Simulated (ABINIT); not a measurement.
Wanted: the native input for an ABINIT 10.8.3 (patched build) run.

```yaml
Task: equation of state
Functional: AM05
Potentials_or_basis: JTH PAW PBE v2.0
Cutoff: 626 eV
k_mesh: 8 × 8 × 8
Occupations: fermi-dirac, width 0.05 eV
Spin: no spin polarisation
Fine-grid_cutoff: 1224.51 eV
```

Crystal: BeTe.

```
Te Be
1.0
     0.00000    2.77000    2.77000
     2.77000    0.00000    2.77000
     2.77000    2.77000    0.00000
Te Be
1 1
Direct
  0.75000 0.75000 0.75000
  0.00000 0.00000 0.00000
```

One way to write it, as run:

run.abi

```
ndtset 7
getwfk -1
scalecart1 3*0.9795861087
scalecart2 3*0.9864848297
scalecart3 3*0.9932883884
scalecart4 3*1.0000000000
scalecart5 3*1.0066227096
scalecart6 3*1.0131594038
scalecart7 3*1.0196128224

pp_dirpath "./"
pseudos "Te.GGA_PBE-JTH.xml, Be.GGA_PBE-JTH.xml"

acell 3*1.0
rprim
     0.0000000000     5.2345413652     5.2345413652
     5.2345413652     0.0000000000     5.2345413652
     5.2345413652     5.2345413652     0.0000000000
ntypat 2
znucl 52 4
natom 2
typat 1 2
xred
     0.7500000000     0.7500000000     0.7500000000
     0.0000000000     0.0000000000     0.0000000000

ecut 23.0
pawecutdg 45.0
pawxcdev 0

kptopt 1
ngkpt 8 8 8
nshiftk 1
shiftk 0.0 0.0 0.0

ixc -120135

nband 9
occopt 3
tsmear 0.00183747

nstep 100
tolvrs 1.0e-9

iomode 3
prtwf 1
prtden 0
prteig 0
prtebands 0
enunit 2
```

Potentials or basis: JTH PAW PBE v2.0.

Command:

```sh
$ abinit run.abi > log 2>&1
```

It gave:

```
Equilibrium volume                      : 22.18 Å³/atom
Bulk modulus                            : 60 GPa
Pressure derivative of the bulk modulus : 3.9
```

Caveat: pressures at fixed basis lie under the slope of the energies; the PAW data sets were made with another functional, which shifts forces and pressure a little.

Run time: 92 s on 1 thread of Arm Neoverse V1, with other jobs on the host, peak memory 0.14 GiB.
